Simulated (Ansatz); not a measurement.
# TiSe2 in the CdI2-type structure

Computed with Ansatz (plane waves, PAW, 420 eV cutoff): PBE with spin–orbit coupling, two-component spinors, 12×12×6 k-mesh, Gaussian smearing of 0.05 eV; PAW files: Ansatz's generated set soft_2.

```
Ti Se
1.0
     3.54314    0.00000    0.00000
    -1.77157    3.06845    0.00000
     0.00000    0.00000    6.67021
Ti Se
1 2
Direct
  0.00000 0.00000 0.00000
  0.33333 0.66667 0.23186
  0.66667 0.33333 0.76814
```

The compound is reported in the structure type of the start.

The run above is the reference. The same cell was run again with other input settings; several of them aren't fit for production, so the rows show the settings' effect and aren't properties of the material.

| keys changed | outcome | ΔE (meV/atom) | P (GPa) | gap on the mesh (eV) | cell moment (μB) | largest force component (eV/Å) | SCF iterations | rough core-seconds | new warnings |
| --- | --- | --- | --- | --- | --- | --- | --- | --- | --- |
| none (reference) | converged | 0.0 | 0.0 | metal | 0.00 (no moment typed) | 0.000 | – | – | – |
| kpoints.mp_grid.grid: [12, 12, 6] → [18, 18, 9] | converged | -0.2 | 0.0 | metal | 0.00 (no moment typed) | 0.007 | 13 | 300 | – |
| hamiltonian.hubbard: {"sites": [{"species": "Ti", "l": "d", "u_eff": 8.0}], "double_counting": "fll"}; hamiltonian.xc: "pbe" → "revpbe" | converged | – | 9.5 | 0.91 | 0.00 (no moment typed) | 0.583 | 12 | 160 | – |
| scf.mixing.algorithm: "msr1"; scf.mixing.beta: 0.7; hamiltonian.xc: "pbe" → "rpbe" | converged | – | 2.2 | metal | 0.00 (no moment typed) | 0.112 | 11 | 80 | – |
| scf.occupations.method: "gaussian" → "cold"; scf.occupations.width: 0.05 → 0.1 | converged | 0.0 | 0.0 | metal | 0.00 (no moment typed) | 0.005 | 12 | 90 | – |
| scf.initial_density.chi_scale: 0.3 | converged | 0.0 | 0.0 | metal | 0.00 (no moment typed) | 0.000 | 11 | 90 | – |
| scf.initial_density.chi_scale: 0.0; scf.mixing.preconditioner: "local_kerker"; scf.n_extra_bands: 2 | converged | 0.0 | 0.0 | metal | 0.00 (no moment typed) | 0.000 | 10 | 90 | – |

These changes also left energy (to 0.1 meV/atom), pressure, gap, moment and forces as in the reference: scf.eigensolver.kind: "davidson".

ΔE is the energy with the smearing extrapolated to zero. It is left out where the change alters the Hamiltonian or the spin treatment. The varied runs start from atomic densities (corrected by the program's trained start where that serves), with the default search for lower states unless a row changes it.

(1) What happens with these changes: hamiltonian.hubbard: {"sites": [{"species": "Ti", "l": "d", "u_eff": 2.0}], "double_counting": "amf"}; basis.xc_grid: 3; hamiltonian.xc: "pbe" → "lda"?

Answer:

(1) outcome converged, P (GPa) -5.0, gap on the mesh (eV) metal, cell moment (μB) 0.00 (no moment typed), largest force component (eV/Å) 0.475, SCF iterations 12, rough core-seconds 180, new warnings filled band counts differ across k points.

Changing scf.initial_density.chi_scale only steers the path to self-consistency, so the energy stays within 0.5 meV/atom.

Changing scf.eigensolver.kind only steers the path to self-consistency, so the energy stays within 0.5 meV/atom.

Of the reference: The structure is built of weakly bound layers, and this functional has no dispersion term, so their spacing and all that hangs on it (volume, the soft elastic constants, low modes, dielectric constants) are poorly given.
